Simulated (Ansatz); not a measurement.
MnSi: from a first guess to the relaxed zincblende type

First guess:

```xyz
2
Lattice="0.0000 2.7535 2.7535 2.7535 0.0000 2.7535 2.7535 2.7535 0.0000" Properties=species:S:1:pos:R:3 pbc="T T T"
Mn    0.0000    0.0000    0.0000
Si    1.3768    1.3768    1.3768
```

Method: Ansatz 0.2.0, DFT, PBE, PAW with Ansatz's default frozen-core files, scalar-relativistic.

Cell and atoms relax within the symmetry of the start on a 10×10×10 k mesh with 0.05 eV Fermi–Dirac smearing, from parallel moments.

The start is built from a prototype, known or not as a phase of this compound; the cutoff is 420 eV.

The magnetic state is the one reached from parallel moments; other orders may lie lower.

**Question.** What is the pressure of the first guess?

**Answer.** -1.98 GPa.

**Question.** What does it relax to?

**Answer.** a = 5.420 Å, b = 5.420 Å, c = 5.420 Å, α = 90.00°, β = 90.00°, γ = 90.00° (conventional cell), 19.91 Å³ per atom:
```xyz
2
Lattice="0.0000 2.7102 2.7102 2.7102 0.0000 2.7102 2.7102 2.7102 0.0000" Properties=species:S:1:pos:R:3 pbc="T T T"
Mn    0.0000    0.0000    0.0000
Si    1.3551    1.3551    1.3551
```

**Question.** How much energy does the relaxation release?

**Answer.** 6 meV/atom.

**Question.** What moment does the relaxed primitive cell (2 atoms) carry?

**Answer.** 2.57 μB.
